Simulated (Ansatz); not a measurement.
# V2O3: the cost of one run

Program: Ansatz 0.2.0. Level of theory: DFT PBE+U (U_eff = 3.2 eV on V 3d), scalar-relativistic, plane waves, PAW. These are calculated values, not measurements.

## (1) The system as given

Symmetry: R-3c, No. 167, trigonal system. Conventional cell: a = 4.942 Å, b = 4.942 Å, c = 14.016 Å, α = 90.00°, β = 90.00°, γ = 120.00°. Around V (site symmetry 3) lie 6 O at 1.95 to 2.08 Å. O (site symmetry 2) is surrounded by 4 V at 1.95 to 2.08 Å.

Structure file:

```
CELL_PARAMETERS angstrom
2.47120 1.42675 4.67203
-2.47120 1.42675 4.67203
0.00000 -2.85350 4.67203
ATOMIC_POSITIONS crystal
V 0.34670 0.34670 0.34670
V 0.15330 0.15330 0.15330
V 0.65330 0.65330 0.65330
V 0.84670 0.84670 0.84670
O 0.56980 0.93020 0.25000
O 0.25000 0.56980 0.93020
O 0.93020 0.25000 0.56980
O 0.43020 0.06980 0.75000
O 0.75000 0.43020 0.06980
O 0.06980 0.75000 0.43020
```

Starting moments: V 2.00 μB.

## (2) First run, at the start cell

File input.yaml:

```yaml
crystal:
  lattice:
    - [2.4712, 1.4267479852, 4.6720333333]
    - [-2.4712, 1.4267479852, 4.6720333333]
    - [0.0, -2.8534959704, 4.6720333333]
  atoms:
    - { symbol: V, position: [0.3467, 0.3467, 0.3467], spin: 2.0 }
    - { symbol: V, position: [0.1533, 0.1533, 0.1533], spin: 2.0 }
    - { symbol: V, position: [0.6533, 0.6533, 0.6533], spin: 2.0 }
    - { symbol: V, position: [0.8467, 0.8467, 0.8467], spin: 2.0 }
    - { symbol: O, position: [0.5698, 0.9302, 0.25] }
    - { symbol: O, position: [0.25, 0.5698, 0.9302] }
    - { symbol: O, position: [0.9302, 0.25, 0.5698] }
    - { symbol: O, position: [0.4302, 0.0698, 0.75] }
    - { symbol: O, position: [0.75, 0.4302, 0.0698] }
    - { symbol: O, position: [0.0698, 0.75, 0.4302] }
basis:
  ecutwfc: 420
  ecutrho_ratio: 4
kpoints:
  mp_grid: { grid: [4, 4, 4] }
hamiltonian:
  xc: pbe
  hubbard: { sites: [{ species: V, l: d, u_eff: 3.25 }] }
scf:
  occupations: { method: gaussian, width: 0.05 }
output:
  forces: true
  stress: true
  eigenvalues: true
  populations: true
  hubbard: { sites: [{ species: V, l: d }] }
magnetization:
  spin_polarized: true
```

Launch:

```bash
ansatz run input.yaml --threads 4 --pin off --max-ram 10240MiB --backend cpu --events-out ev --progress --plain --runs-dir out
```

What time and memory should one allow on 4 threads of AMD EPYC 9R45 (Zen 5), shared host?

About 36 s, with a peak of 1.6 GiB.
